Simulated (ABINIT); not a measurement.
A run of ABINIT 10.8.3 (patched build) is set up as follows.

run.abi

```
# Pseudopotentials
pp_dirpath "./"
pseudos "Zr.upf, B.upf"

# Structure
acell 3*1.0 Angstrom
rprim
     3.1700000000     0.0000000000     0.0000000000
    -1.5850000000     2.7453005300     0.0000000000
     0.0000000000     0.0000000000     3.5330000000
ntypat 2
znucl 40 5
natom 3
typat 1 2 2
chkprim 0
chksymtnons 0
tolsym 1.0e-6
xred
            0.0            0.0            0.0
            2/3            1/3            1/2
            1/3            2/3            1/2

# Plane-wave basis
ecut 38.0
ecutsm 0.5

# k points
kptopt 1
ngkpt 8 8 6
nshiftk 1
shiftk 0.0 0.0 0.0

# Exchange and correlation
ixc 7

# Bands and occupations
nband 13
occopt 3
tsmear 0.05 eV

# SCF cycle
nstep 80
tolvrs 1.0e-12

# Output
iomode 3
prteig 0
prtebands 0
prtwf 0
prtden 0

# Relaxation
ionmov 2
optcell 2
ntime 50
tolmxf 2.0e-5
dilatmx 1.08
```

Potentials or basis: PseudoDojo NC SR LDA v0.4.1 standard.

Launch:

```console
$ abinit run.abi > log 2>&1
```

Q: Estimate the band gap on the k mesh.

A: None (metal or under the smearing width).

Q: Predict the relaxed volume.

A: 9.89 Å³/atom.

Final structure:
```
Zr B
1.0
     3.13373    0.00000    0.00000
    -1.56687    2.71389    0.00000
     0.00000    0.00000    3.48938
Zr B
1 2
Cartesian
  0.0000 0.0000 0.0000
  1.5669 0.9046 1.7447
  0.0000 1.8093 1.7447
```

LDA usually gives volumes a few per cent too small. Zero-point motion and thermal expansion aren't in these numbers.
